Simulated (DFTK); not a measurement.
Runs of DFTK 0.8.2 on C. Symmetry: Fd-3m, No. 227, cubic system. Conventional cell: a = 3.567 Å, b = 3.567 Å, c = 3.567 Å, α = 90.00°, β = 90.00°, γ = 90.00°. C (site symmetry -43m) is surrounded by 4 C at 1.54 Å. This isn't the form of C at room conditions, which is graphite.

```csv
task,level,potentials or basis,cutoff (eV),SCF solver,gap on the mesh (eV),pressure (GPa),V0 of scaled cells (Å³/atom),B0 (GPa)
single point,PBEsol,dojo.nc.sr.pbesol.v0_4_1.standard.upf (PBEsol),1116,-,4.05,(a),-,-
band structure,r2SCAN,SG15 1.2 (PBE),1225,-,4.27,-2.3,-,-
band structure,PBEsol,SG15 1.2 (PBE),1225,-,4.00,-2.7,-,-
equation of state,PBE,dojo.nc.sr.pbe.v0_4_1.standard.upf (PBE),1116,-,-,-,5.70,432
equation of state,PBEsol,dojo.nc.sr.pbesol.v0_4_1.standard.upf (PBEsol),1116,-,-,-,5.63,449
band structure,LDA,SG15 1.2 (PBE),1225,-,3.95,(b),-,-
single point,PBE,dojo.nc.sr.pbe.v0_4_1.standard.upf (PBE),1116,-,4.20,1.9,-,-
band structure,BJ06,SG15 1.2 (PBE),1225,ScfAndersonSolver,4.10,-,-,-
band structure,BJ06,SG15 1.2 (PBE),1225,-,4.10,-,-,-
```

Alike in all rows: no spin polarisation; cell as given; k mesh 13 × 13 × 13; smearing fermi-dirac 0.05 eV.

Fill in the values left out.

(a) -3.2; (b) -2.9.

Caveats: the potentials were made for another functional, which shifts forces and pressure (some runs); an odd mesh through Γ misses points on the zone boundary, where band edges often lie (some runs); the program leaves the constant c of mgga_x_tb09 at 1, so the potential is Becke-Johnson's (BJ06) and not Tran and Blaha's, with levels but no total energy (some runs).

Not every run made on this cell is shown here.
